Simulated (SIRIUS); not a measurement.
**MoSe2: band structure with PBEsol**

Crystal: MoSe2.

```
Mo Se
1.0
     3.28800    0.00000    0.00000
    -1.64400    2.84749    0.00000
     0.00000    0.00000   12.90000
Mo Se
2 4
Direct
  0.66667 0.33333 0.75000
  0.33333 0.66667 0.25000
  0.66667 0.33333 0.37500
  0.33333 0.66667 0.87500
  0.66667 0.33333 0.12500
  0.33333 0.66667 0.62500
```

```json
{
 "Program": "SIRIUS 7.12.0",
 "Task": "band structure",
 "Functional": "PBEsol",
 "Potentials or basis": "all-electron FP-LAPW",
 "Cutoff": "191 eV",
 "Basis": "apw+lo standard",
 "k mesh": "9 × 9 × 2",
 "Occupations": "fermi-dirac, width 0.05 eV",
 "Spin": "no spin polarisation",
 "Muffin tin radii": "Mo 2.38, Se 2.24 bohr",
 "Basis cutoff (gk_cutoff)": "3.75 1/bohr",
 "Cutoff of density and potential (pw_cutoff)": "20 1/bohr",
 "lmax of the basis": "10",
 "lmax of density and potential": "8",
 "Valence relativity": "iora",
 "Core states": "Mo 1s2s2p3s3p3d, Se 1s2s2p",
 "Local orbitals (radial functions)": "Mo 13, Se 14",
 "Reference energy of the basis": "0.28 Ha",
 "Smallest sphere radius times basis cutoff": "8.4",
 "Start of the SCF": "LDA density"
}
```

The largest force is 0.799 eV/Å and the band gap on the k mesh is 0.88 eV, indirect (least direct gap 1.38 eV). The band gap along the path is 0.82 eV, indirect (least direct gap 1.38 eV) and the all electrons inside the program's atomic spheres are Mo 39.92; Se 32.10 (radii Mo 2.38, Se 2.24 bohr).

Forces in eV/Å, atoms in the order of the input:
```
Mo   0.000  0.000  0.000
Mo   0.000  0.000  0.000
Se   0.000  0.000  0.799
Se   0.000  0.000  0.799
Se   0.000  0.000 -0.799
Se   0.000  0.000 -0.799
```

Levels at the corners of the path, in eV from the valence-band top:
| point | band 58 | band 59 | band 60 | band 61 | band 62 | band 63 | band 64 | band 65 | band 66 | band 67 |
| --- | --- | --- | --- | --- | --- | --- | --- | --- | --- | --- |
| Γ | -1.84 | -1.84 | -1.11 | -0.87 | 0.00 | 2.41 | 2.41 | 2.46 | 2.46 | 2.70 |
| M | -2.24 | -1.40 | -1.35 | -1.23 | -1.20 | 1.36 | 1.41 | 1.72 | 1.99 | 2.71 |
| K | -3.67 | -2.46 | -2.46 | -0.68 | -0.50 | 0.88 | 0.88 | 1.71 | 2.67 | 2.67 |
| Γ | -1.84 | -1.84 | -1.11 | -0.87 | 0.00 | 2.41 | 2.41 | 2.46 | 2.46 | 2.70 |
| A | -1.85 | -1.85 | -1.85 | -0.20 | -0.20 | 2.42 | 2.42 | 2.42 | 2.42 | 2.80 |
| L | -2.38 | -1.30 | -1.30 | -1.28 | -1.28 | 1.39 | 1.39 | 1.87 | 1.87 | 3.14 |
| H | -3.35 | -2.60 | -2.60 | -0.60 | -0.60 | 0.88 | 0.88 | 2.17 | 2.17 | 2.72 |
| A | -1.85 | -1.85 | -1.85 | -0.20 | -0.20 | 2.42 | 2.42 | 2.42 | 2.42 | 2.80 |

Run time: 14 min on 1 thread of Arm Neoverse V1 (shared host), peak memory 1.1 GiB.

Caveat: the cell's inner coordinates are idealised or old, which leaves forces on the atoms. A hybrid or GW would open this gap; PBEsol tends to underestimate it.
